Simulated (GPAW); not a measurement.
# CrO2 (R-3m) in GPAW: equation of state

How stiff is CrO2 in PBE, and what volume does it want? The cell is scaled to several volumes.

All numbers are computed with GPAW 26.7.0; they aren't measurements. Logs are shortened: lines on timing, memory, paths and dates and some standing lists are left out, and cuts for length are marked. The log counts tension as positive stress, the text compression.

### 1 Starting point

Symmetry: R-3m, No. 166, trigonal system. Conventional cell: a = 2.980 Å, b = 2.980 Å, c = 14.370 Å, α = 90.00°, β = 90.00°, γ = 120.00°. Cr (site symmetry -3m) is surrounded by 6 O at 1.95 Å. O (site symmetry 3m) has 3 Cr at 1.95 Å as nearest neighbours.

Measurements of this composition are mostly on another form, of space group No. 136.

### 2 Equation of state, PBE, collinear spin, ferromagnetic start

The input, run.py:

```python
from ase.eos import EquationOfState
from ase.io import Trajectory, read
from ase.units import GPa
from gpaw import GPAW, PW

atoms = read('POSCAR')
atoms.set_initial_magnetic_moments([3.0, 0.0, 0.0])

traj = Trajectory('eos.traj', 'w')
volumes, energies = [], []
for x in [0.94, 0.96, 0.98, 1.0, 1.02, 1.04, 1.06]:
    a = atoms.copy()
    a.set_cell(atoms.cell * x**(1 / 3), scale_atoms=True)
    calc = GPAW(mode=PW(800),
                xc='PBE',
                kpts={'size': (10, 10, 10), 'gamma': True},
                occupations={'name': 'fermi-dirac', 'width': 0.05},
                nbands=20,
                convergence={'density': 1e-05, 'energy': 1e-05},
                maxiter=150,
                txt=f'eos-{x:.2f}.txt')
    a.calc = calc
    energies.append(a.get_potential_energy(force_consistent=True))
    volumes.append(a.get_volume())
    p = -a.get_stress()[:3].mean() / GPa
    calc.write(f'eos-{x:.2f}.gpw')
    traj.write(a)
    print(f'{x:.2f} {volumes[-1]:10.4f} A^3 {energies[-1]:14.6f} eV {p:9.3f} GPa', flush=True)

v0, e0, B = EquationOfState(volumes, energies, eos='birchmurnaghan').fit()
print(f'V0 = {v0:.4f} A^3, E0 = {e0:.6f} eV, B0 = {B / GPa:.2f} GPa')
```

The input, POSCAR:

```
CrO2
1.0
    1.4899679969      0.8602334241      4.7899538005
   -1.4899679969      0.8602334241      4.7899538005
    0.0000000000     -1.7204668482      4.7899538005
Cr O
1 2
Direct
    0.5000000000      0.5000000000      0.5000000000
    0.2309180000      0.2309180000      0.2309180000
    0.7690820000      0.7690820000      0.7690820000
```

Potentials or basis: GPAW PAW data sets (gpaw-data 1.2.1), pw.

The run is started by

```
> OMP_NUM_THREADS=1 python run.py
```

Log:

```text
__  _  _
 | _ |_)|_||  |
 |__||  | ||/\| - 26.7.0

Input parameters:
  mode=PW(ecut=800.0),
  convergence={'density': 1e-05, 'energy': 1e-05},
  kpts=MonkhorstPack(size=(10, 10, 10), gamma=True),
  maxiter=150,
  nbands=20,
  occupations=Occupations(name='fermi-dirac', width=0.05),
  xc=XC(name='PBE')

Diagonalizing LCAO Hamiltonian
Converting LCAO to pw mode

       O

       Cr

       O

Atoms  # Å, Bohr magnetons
|   | symbol |         x |         y |         z |    initial magnetic moments |
|---|--------|-----------|-----------|-----------|-----------------------------|
| 0 |     Cr |  0.000000 |  0.000000 |  7.038258 | ( 0.0000,  0.0000,  3.0000) |
| 1 |      O |  0.000000 |  0.000000 |  3.250521 | ( 0.0000,  0.0000,  0.0000) |
| 2 |      O | -0.000000 | -0.000000 | 10.825996 | ( 0.0000,  0.0000,  0.0000) |

Unit cell  # Å
| periodic |         x |         y |        z |  lengths |    angles |
|----------|-----------|-----------|----------|----------|-----------|
|      yes |  1.459552 |  0.842673 | 4.692172 | 4.985666 | 34.045288 |
|      yes | -1.459552 |  0.842673 | 4.692172 | 4.985666 | 34.045288 |
|      yes |  0.000000 | -1.685345 | 4.692172 | 4.985666 | 34.045288 |

Number of symmetries: 12
Symmetry operations  # r_c * U_cc + t_c -> r_c
|    | kind |            matrix            |
|----|------|------------------------------|
|  0 |  E   |  1, 0, 0,  0, 1, 0,  0, 0, 1 |
|  1 |  σ   |  1, 0, 0,  0, 0, 1,  0, 1, 0 |
|  2 |  σ   |  0, 1, 0,  1, 0, 0,  0, 0, 1 |
|  3 |  C3  |  0, 1, 0,  0, 0, 1,  1, 0, 0 |
|  4 |  C3  |  0, 0, 1,  1, 0, 0,  0, 1, 0 |
|  5 |  σ   |  0, 0, 1,  0, 1, 0,  1, 0, 0 |
|  6 |  C2  |  0, 0,-1,  0,-1, 0, -1, 0, 0 |
|  7 |  S6  |  0, 0,-1, -1, 0, 0,  0,-1, 0 |
|  8 |  S6  |  0,-1, 0,  0, 0,-1, -1, 0, 0 |
|  9 |  C2  |  0,-1, 0, -1, 0, 0,  0, 0,-1 |
| 10 |  C2  | -1, 0, 0,  0, 0,-1,  0,-1, 0 |
| 11 |  i   | -1, 0, 0,  0,-1, 0,  0, 0,-1 |

BZ-sampling:
  Number of BZ points: 1000
  Number of IBZ points: 116

  Monkhorst-Pack size: [10, 10, 10]
  Monkhorst-Pack shift: [0.05, 0.05, 0.05]

K-points  # in reciprocal-cell coordinates
|     |                                coordinates |     weight |
|-----|--------------------------------------------|------------|
|   0 | (  0.00000000,   0.00000000,   0.00000000) | 0.00100000 |
|   1 | (  0.10000000,   0.00000000,  -0.10000000) | 0.00600000 |
|   2 | (  0.10000000,   0.00000000,   0.00000000) | 0.00600000 |
|   3 | (  0.10000000,   0.10000000,  -0.10000000) | 0.00600000 |
|   4 | (  0.10000000,   0.10000000,   0.00000000) | 0.00600000 |
|   5 | (  0.10000000,   0.10000000,   0.10000000) | 0.00200000 |
|   6 | (  0.20000000,  -0.10000000,  -0.10000000) | 0.00600000 |
|   7 | (  0.20000000,   0.00000000,  -0.20000000) | 0.00600000 |
|   8 | (  0.20000000,   0.00000000,  -0.10000000) | 0.01200000 |
|   9 | (  0.20000000,   0.00000000,   0.00000000) | 0.00600000 |
| ... |                                            |            |
| 115 | (  0.50000000,   0.50000000,   0.50000000) | 0.00100000 |

Plane wave coefficients: 1801
Cutoff: 800.0 eV

Spin-components: 2 (collinear spins)
Bands:           20
Projectors:      16
Spin-degeneracy: 1
Datatype:        complex128

Parallelization:
  kpt:    1
  domain: 1
  band:   1

Density:
  Valence electrons: 18.0
  Components: 2
  Grid points: [35 35 35]
  Charge: 0.0  # |e|

Potential:
  Grid points: [35 35 35]

species:
  Cr:
    name:    Chromium
    Z:       24.0
    valence: 6
    core:    18
    charge:  0.0  # [|e|]
    compensation charges:
      type: gauss
      rc: 0.35  # [Å]
      lmax: 2
    cutoffs:
      filter: 2.14  # [Å]
      core: 3.04  # [Å]
    projectors
    | kind |    occ | energy [eV] | rcut [Å] |
    |------|--------|-------------|----------|
    |   4s |  1.000 |      -4.007 |    1.164 |
    |   4p |  0.000 |      -0.989 |    1.217 |
    |   3d |  5.000 |      -2.913 |    1.111 |
    |    s |        |      23.205 |    1.164 |
    |    p |        |      26.223 |    1.217 |
    |    d |        |      24.299 |    1.111 |

    Using partial waves for Cr as LCAO basis

  O:
    name:    Oxygen
    Z:       8.0
    valence: 6
    core:    2
    charge:  0.0  # [|e|]
    compensation charges:
      type: gauss
      rc: 0.21  # [Å]
      lmax: 2
    cutoffs:
      filter: 1.17  # [Å]
      core: 0.83  # [Å]
    projectors
    | kind |    occ | energy [eV] | rcut [Å] |
    |------|--------|-------------|----------|
    |   2s |  2.000 |     -23.961 |    0.688 |
    |   2p |  4.000 |      -9.029 |    0.598 |
    |    s |        |       3.251 |    0.688 |
    |    p |        |      18.182 |    0.598 |
    |    d |        |       0.000 |    0.619 |

    Using partial waves for O as LCAO basis

Reference energy: -32664.082052  # eV

eigensolver:
  PPCG
  Converge bands: occupied
  niter=2

density mixing:
  MSR1-Mixer
  Pratt-step length: 0.05
  Maximum mixing coefficient: 0.75
  Old densities: 10
  SVD Regularization: 0.005
  Good broyden scale: 1.0
  Trust region scale: 1.0
  Backstep threshold: 4.0
  History deletion threshold: 6.0
  Fourier metric: weight=20.0, sigma=0.015

occupation numbers:
  Fermi-Dirac:
    width: 0.0500  # eV

poisson solver:
  ecut: 6400.0  # eV

xc functional:
  name: PBE with 2 nearest neighbor stencil

convergence criteria:
- Maximum integral of absolute [dens]ity change: 1e-05 electrons / valence electron
- Maximum [total energy] change in last 3 cyles: 1e-05 eV / valence electron
- Maximum integral of absolute [eigenst]ate change: 4e-08 eV^2 / valence electron
maximum number of iterations: 150

SCF iterations
|iter     | |      energy | eigst |  dens |  magmom |
|---------|-|-------------|-------|-------|---------|
|iter:   1| |  -26.773719 | +0.35 |       |  +2.9832|
|iter:   2| |  -25.852124 | -1.60 | -0.63 |  +2.9340|
|iter:   3| |  -24.738471 | -1.24 | -0.70 |  +2.6236|
|iter:   4| |  -24.717795 | -2.31 | -1.04 |  +2.4579|
|iter:   5| |  -24.756694 | -2.24 | -1.18 |  +2.1959|
|iter:   6| |  -24.777761 | -3.15 | -1.55 |  +2.0148|
|iter:   7| |  -24.777671 | -4.03 | -2.24 |  +1.9981|
|iter:   8| |  -24.777744c| -5.14 | -2.90 |  +1.9986|
|iter:   9| |  -24.777752c| -5.82 | -3.36 |  +1.9998|
|iter:  10| |  -24.777752c| -6.88 | -4.05 |  +2.0000|
|iter:  11| |  -24.777752c| -7.77c| -4.39 |  +2.0000|
|iter:  12| |  -24.777752c| -8.01c| -5.00 |  +2.0000|
|iter:  13| |  -24.777752c| -8.42c| -5.40c|  +2.0000|

Converged in 13 steps
Energy contributions relative to reference atoms: (reference = -32664.082052)

Energy contributions:
  Kinetic:          -1.994952
  Coulomb:          -6.851617
  Zero:              0.786369
  External:          0.000000
  Xc:              -16.710758
  Entropy:          -0.013586
  Spinorbit:         0.000000
  ----------------------------
  Free energy:     -24.784545
  Extrapolated:    -24.777752

dipole moment: (0.000000, 0.000000, 0.000080)  # |e|*Ang

Total magnetic moment: (0.000000, 0.000000, 1.999998)

Local magnetic moments
|        x |        y |         z |
|----------|----------|-----------|
| 0.000000 | 0.000000 |  2.056794 |  # Cr   0
| 0.000000 | 0.000000 | -0.054748 |  # O    1
| 0.000000 | 0.000000 | -0.054748 |  # O    2

Fermi level: 3.979
Eigenvalues  # (at kpt = [0.000, 0.000, 0.000])
| band index |      eig [eV] | occ [0-1] |      eig [eV] | occ [0-1] |
|------------|---------------|-----------|---------------|-----------|
|          0 |       -15.514 |     1.000 |       -15.557 |     1.000 |
|          1 |       -13.194 |     1.000 |       -13.324 |     1.000 |
|          2 |        -1.942 |     1.000 |        -1.523 |     1.000 |
|          3 |        -1.823 |     1.000 |        -1.345 |     1.000 |
|          4 |        -1.823 |     1.000 |        -1.344 |     1.000 |
|          5 |         2.465 |     1.000 |         2.352 |     1.000 |
[... 9 lines left out ...]
|         15 |        12.405 |     0.000 |        13.819 |     0.000 |
|         16 |        12.406 |     0.000 |        13.820 |     0.000 |
|        ... |               |           |               |           |
|         19 |        20.553 |     0.000 |        20.206 |     0.000 |

No gap
No difference between direct/indirect transitions

Stress tensor  # eV/Ang^3
|         x |         y |         z |
|-----------|-----------|-----------|
| -0.038590 |  0.000000 |  0.000000 |
|  0.000000 | -0.038590 | -0.000000 |
|  0.000000 | -0.000000 | -0.050785 |

# Writing to eos-0.94.gpw (mode='')
```

Run time: 34 min. Hardware: 1 thread of INTEL XEON PLATINUM 8581C at 2.30GHz (Emerald Rapids), shared host; peak memory 0.91 GiB.

What came out:

```yaml
Equilibrium_volume: 11.96 Å³/atom
Bulk_modulus_at_fixed_shape_and_positions: 186 GPa
Pressure_derivative_of_the_bulk_modulus: 4.8
```

Energy against volume, from the lowest point:
```tsv
volume (Å³/atom)	energy (meV/atom)
11.542	8.60
11.788	1.13
12.033	0.00
12.279	4.56
12.524	14.11
12.770	28.12
13.015	46.08
```

Caveat: the cell was scaled at fixed shape and fractional positions, which overstates the stiffness of a crystal with free parameters, most of all of layers and chains; the program warned that so skewed a cell can give wrong results.
